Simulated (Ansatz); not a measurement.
**Ag: pressure against volume**

Ag, R-3m, a = 2.936 Å, c = 21.550 Å. This isn't the element's structure at ambient conditions. Ansatz: PBE, PAW, 420 eV, Γ-centred 18×18×18 mesh on 3 atoms, Gaussian smearing 0.10 eV; no spin polarisation. Shape and atoms are relaxed at each volume; pressure is positive in compression.

```
V (Å³/atom) P (GPa)
     16.262    11.20
     16.798     6.69
     17.334     3.00
     17.870    -0.02
     18.406    -2.48
     18.942    -4.48
     19.657        ?
```

**Question.** Take V0 = 17.870 Å³/atom, count pressures from its P0 = -0.02 GPa, fit the third-order Birch–Murnaghan form to the other rows, and predict the missing pressure.

**Answer.** With the Eulerian strain f = ½[(V0/V)^(2/3) − 1] and y = (P − P0)/[3f(1 + 2f)^(5/2)], the form is the line y = B0 + 1.5 B0 (B0′ − 4) f. Rows (f, y): 0.03244, 98.5; 0.02105, 95.8; 0.01025, 93.4; -0.00975, 88.3; -0.01905, 86.0. Means f = 0.006988, y = 92.400; Σ(Δf)² = 0.001814, ΣΔfΔy = 0.4416; the slope is their ratio. y = 90.70 + 243.4 f GPa, so B0 = 90.7 GPa and B0′ = 4 + 2 × (243.4)/(3 × 90.70) = 5.79. At V = 19.657, f = -0.03078, y = 83.21 and P = -6.57 GPa. The run gave -6.57 GPa, the same to the digits shown. The form still works here, 27 % of the fitted range beyond its end.